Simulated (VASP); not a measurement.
TiSe2, 6 atoms in the cell. The cell holds a slab with vacuum, 6 atoms: a = 3.479 Å, b = 3.479 Å, c = 43.964 Å, α = 90.00°, β = 90.00°, γ = 120.00°. 

- Program: VASP 6.6.1
- Task: single point
- Functional: PBE
- Dispersion: D3(BJ)
- Potentials or basis: VASP PAW PBE potentials, release 64 (Se, Ti_sv)
- Cutoff: 520 eV
- k mesh: 12 × 12 × 1
- Occupations: gaussian, width 0.1 eV
- Spin: no spin polarisation
- Dipole correction: yes
- Further INCAR settings: ALGO = Fast; EDIFF = 1e-06; NBANDS = 33

Potentials or basis: VASP PAW PBE potentials, release 64 (Se, Ti_sv).

Launch:

```bash
$ cat potpaw_PBE.64/Se/POTCAR potpaw_PBE.64/Ti_sv/POTCAR > POTCAR
$ mpirun -np 1 vasp_std > vasp.out
```

Hardware: 1 thread of Intel(R) Xeon(R) 6975P-C (Granite Rapids), with other jobs on the host.

Problem. Estimate the wall time of this run.

Solution. Wall time 9.9 min on 1 thread of Intel(R) Xeon(R) 6975P-C (Granite Rapids), with other jobs on the host, peak memory 0.74 GiB. Counts: scf iterations 36, k points 19.
